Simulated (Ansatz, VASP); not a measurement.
Al in VASP and in Ansatz

```xyz
1
Lattice="-1.6178 1.6178 1.6178 1.6178 -1.6178 1.6178 1.6178 1.6178 -1.6178" Properties=species:S:1:pos:R:3 pbc="T T T"
Al    0.0000    0.0000    0.0000
```

Alike in both runs: task electric field gradients; functional LDA; k mesh 19 × 19 × 19; occupations fermi-dirac, width 0.05 eV; no spin polarisation.

|  | VASP | Ansatz |
| --- | --- | --- |
| version | VASP 6.6.1 | Ansatz 0.2.0 |
| potentials or method | VASP PAW LDA potentials, release 64 (Al) | PAW with Ansatz's default frozen-core files, scalar-relativistic |
| plane-wave cutoff (eV) | 520 | 420 |
| valence electrons in the cell | 3 | 3 |

```csv
,VASP,Ansatz,Ansatz less VASP
pressure (GPa),-2.9,-3.0,-0.05
Vzz of the field gradient on the site that differs most (V/Å²),0.0,0.0,0.00
```
